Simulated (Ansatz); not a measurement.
## ZnSe, space group F-43m: a charge-density difference against the sublattices, step by step

Computed with the Python package of Ansatz (0.2.0).

Run as a notebook:

**Cell 1**
```python
import ansatz as az
import numpy as np
```

**Cell 2**
```python
vectors0 = np.array([
    [0.0, 2.8338, 2.8338],
    [2.8338, 0.0, 2.8338],
    [2.8338, 2.8338, 0.0],
])
sites = [
    ("Zn", (0.0, 0.0, 0.0)),
    ("Se", (0.25, 0.25, 0.25)),
]
```

**Cell 3**
```python
def on_lattice(cell):
    crystal = az.Crystal(lattice=az.Lattice.of(cell))
    for symbol, position in sites:
        crystal = crystal.atom(symbol, position)
    return crystal
```

**Cell 4**
```python
def solve(crystal):
    return (
        crystal.calculation()
        .functional("lda")
        .occupations("fermi_dirac", width=0.05)
        .basis(460, grid_basis="typed")
        .kpoints(6, 6, 6)
        .density()
        .run(threads=1)
    )
```

**Cell 5**
```python
whole = solve(on_lattice(vectors0))
difference = whole.density().channels[0].density_e_per_ang3.copy()
binding = whole.report["free_energy_ev"]
for element in ["Zn", "Se"]:
    part = az.Crystal(lattice=az.Lattice.of(vectors0))
    for symbol, position in sites:
        if symbol == element:
            part = part.atom(symbol, position)
    alone = solve(part)
    difference -= alone.density().channels[0].density_e_per_ang3
    binding -= alone.report["free_energy_ev"]
    print(f"{element} sublattice: {alone.report['n_electrons']:g} electrons, {alone.report['n_iterations']} iterations")
```
Output:
```text
Zn sublattice: 12 electrons, 7 iterations
Se sublattice: 16 electrons, 6 iterations
```

**Cell 6**
```python
voxel = abs(np.linalg.det(vectors0)) / difference.size
print(f"energy of the crystal less its unpolarised sublattices: {binding / len(sites):.4f} eV/atom")
print(f"net charge of the difference {difference.sum() * voxel:.5f} e, charge rearranged {0.5 * np.abs(difference).sum() * voxel:.3f} e")
print(f"extremes {difference.min():.4f} and {difference.max():.4f} e/A^3")
for (symbol, position) in sites:
    index = tuple(int(round(p * n)) % n for p, n in zip(position, difference.shape))
    print(f"  change of the pseudo-density at the grid point nearest {symbol}: {difference[index]:+.4f} e/A^3")
profile = difference.mean(axis=(0, 1))
print("planar mean along the third vector:", np.round(profile[:: max(len(profile) // 12, 1)], 4))
```
Output:
```text
energy of the crystal less its unpolarised sublattices: -2.6094 eV/atom
net charge of the difference -0.00000 e, charge rearranged 0.439 e
extremes -0.0639 and 0.1215 e/A^3
  change of the pseudo-density at the grid point nearest Zn: +0.0687 e/A^3
  change of the pseudo-density at the grid point nearest Se: -0.0565 e/A^3
planar mean along the third vector: [ 0.0022  0.0092  0.0127  0.0113  0.0057  0.0003 -0.0002  0.003   0.005
  0.003  -0.0028 -0.0104 -0.0164 -0.0154 -0.0073]
```

The fields are valence quantities on the plane-wave grid; their values near the nuclei depend on the potentials. The starting cell is as deposited in a crystallographic database; the results hold for this polymorph, which needn't be the stable one. Charge moved counts every rearrangement, bonding and polarisation too, and is no transfer between atoms; the bare sublattices are artificial references. Values near the nuclei depend on the potentials. Wall time of the script: 2.3 s on 1 thread of Arm Neoverse V2, on a shared host, peak memory 0.36 GiB.
